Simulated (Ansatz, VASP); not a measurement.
## Al: VASP beside Ansatz

```
CELL_PARAMETERS angstrom
2.87724 0.00000 0.00000
-1.43862 2.49176 0.00000
0.00000 0.00000 4.64713
ATOMIC_POSITIONS crystal
Al 0.33333 0.66667 0.75000
Al 0.66667 0.33333 0.25000
```

The cell was built by a generator and needn't be a form met in nature.

Alike in both runs: functional r2SCAN; k mesh 16 × 16 × 10; occupations gaussian, width 0.05 eV; no spin polarisation.

Ansatz relaxed the structure, and its values are those at the end. VASP's run is a single point on that final structure, the one shown.

```csv
,VASP,Ansatz
version,VASP 6.6.1,Ansatz 0.2.0
potentials or method,"VASP PAW PBE potentials, release 64 (Al)","scalar-relativistic, plane waves, PAW"
plane-wave cutoff (eV),520,600
valence electrons in the cell,6,6
```

Ansatz gave:

- pressure (GPa): -3.1

What did VASP give for the same quantities?

Pressure (GPa): -3.4.

With one functional, cell and mesh, what is left measures potentials, basis and numerics.

Caveats: the PAW data sets were made with another functional, which shifts forces and pressure a little (VASP).
